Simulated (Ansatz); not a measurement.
## TaN, one structure, two calculations

Cell: an entry of the Crystallography Open Database (COD), taken as it stands.

```
Ta N
1.0
     2.93800    0.00000    0.00000
    -1.46900    2.54438    0.00000
     0.00000    0.00000    2.88300
Ta N
1 1
Direct
  0.33333 0.66667 0.50000
  0.00000 0.00000 0.00000
```

Atom numbers follow the list; atoms alike are taken as one site, whose name carries the number of the first.

First run. The numbers come from a DFT calculation in Ansatz (PBE, plane waves and PAW, scalar-relativistic, collinear spin, 420 eV cutoff, Γ-centred 12×12×10 k-points, Fermi–Dirac smearing 0.02 eV). Start moments as typed (μB): 2 on each Ta, none on the rest.

| site | atom | V_zz (10²¹ V/m²) | η |
| --- | --- | --- | --- |
| Ta | 1 | 5.30 | 0.00 |
| N | 2 | 0.11 | 0.00 |

Second run. The same atoms and settings, except that the mesh is 18×18×16 and the Fermi–Dirac smearing is 0.05 eV.

(1) Given the first result, estimate the second.

## Answers

(1) 

| site | atom | V_zz | η | change of V_zz |
| --- | --- | --- | --- | --- |
| Ta | 1 | 5.22 | 0.00 | -0.08 |
| N | 2 | 0.099 | 0.00 | -0.01 |

The largest change of V_zz is on Ta, from 5.30 to 5.22. In per cent, |V_zz| changes by -1 on Ta (all sites that start above 2).

At this cell the principal stresses reach 5 GPa in size with PBE, which can matter for small gradients. Without spin–orbit coupling the gradients at and beside Ta can be off by some per cent, at some sites by more. With these PAW files V_zz is typically within 2 to 3 % of all-electron values, but misses above 10 % occur on Ta. The start moments die out, and the run ends without spin.
For the second run: Semilocal functionals make gaps too small and can close them, so the real compound need not be a metal.
